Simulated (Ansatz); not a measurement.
CuCl2: changing the strain (εxx = s, εyy = s)

```
Cu Cl
1.0
    -2.25486    2.25486    6.85990
     2.25486   -2.25486    6.85990
     2.25486    2.25486   -6.85990
Cu Cl
1 2
Direct
  0.00000 0.00000 0.00000
  0.00000 0.50000 0.50000
  0.50000 0.00000 0.50000
```

Measurements of this composition are mostly on another form, of space group No. 12.

Kept alike: task single point; functional PBEsol; k mesh 7 × 7 × 7; occupations fermi-dirac, width 0.05 eV; no spin polarisation. Program: Ansatz, Ansatz PAW, cutoff 420 eV. The mesh is that of the run's cell of 3 atoms. No spin-orbit coupling.

| s | free energy over the lowest row (meV/atom) |
| --- | --- |
| -0.04 | 26.66 |
| -0.02 | 1.59 |
| -0.01 | 0.00 |
| 0 | 4.65 |
| 0.01 | 14.84 |
| 0.02 | 29.94 |
| 0.04 | 72.56 |

The cell shown is the unstrained one; x, y and z are its Cartesian axes; atoms keep their fractions. For a metal such a mesh leaves the last digits unconverged. All rows use potentials made for PBE.

The free energy is lowest at -0.01, and 72.56 meV an atom higher at 0.04.
